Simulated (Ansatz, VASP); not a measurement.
**Two plane-wave programs on SnSe**

INCAR

```
SYSTEM = SnSe
PREC = Accurate ; ENCUT = 520
EDIFF = 1E-7 ; ISMEAR = -1
SIGMA = 0.15 ; LREAL = .False.
LASPH = .True. ; NELM = 60
ALGO = Normal ; ISIF = 2
LWAVE = .False. ; LCHARG = .False.
GGA = CA ; NBANDS = 17
```

File KPOINTS:

```
Automatic mesh
0
Gamma
  12 12 12
  0 0 0
```

The input POSCAR:

```
SnSe
1.0
    3.6049000000      0.0000000000      0.0000000000
    0.0000000000      3.6049000000      0.0000000000
    0.0000000000      0.0000000000      3.6049000000
Sn Se
1 1
Direct
    0.0000000000      0.0000000000      0.0000000000
    0.5000000000      0.5000000000      0.5000000000
```

Input for Ansatz:

```yaml
crystal:
  lattice:
    - [3.6049, 0.0, 0.0]
    - [0.0, 3.6049, 0.0]
    - [0.0, 0.0, 3.6049]
  atoms:
    - { symbol: Sn, position: [0.0, 0.0, 0.0] }
    - { symbol: Se, position: [0.5, 0.5, 0.5] }
basis:
  ecutwfc: 420
kpoints:
  mp_grid: { grid: [12, 12, 12] }
hamiltonian:
  xc: lda
scf:
  occupations: { method: fermi_dirac, width: 0.15 }
output:
  forces: true
  stress: true
  eigenvalues: true
```

Alike in both runs: task single point; functional LDA; k mesh 12 × 12 × 12; occupations fermi-dirac, width 0.15 eV; no spin polarisation.

|  | VASP | Ansatz |
| --- | --- | --- |
| version | VASP 6.6.1 | Ansatz 0.2.0 |
| potentials or method | VASP PAW LDA potentials, release 64 (Sn_d, Se) | scalar-relativistic, plane waves, PAW |
| plane-wave cutoff (eV) | 520 | 420 |
| valence electrons in the cell | 20 | 30 |

```csv
,VASP,Ansatz,Ansatz less VASP
gap on the k mesh at the Fermi level (eV),none,none,-
pressure (GPa),-1.5,-1.6,-0.06
```

A gap of «none» marks a metal or a gap that the smearing closes. The two sets of potentials don't hold the same shells in valence.
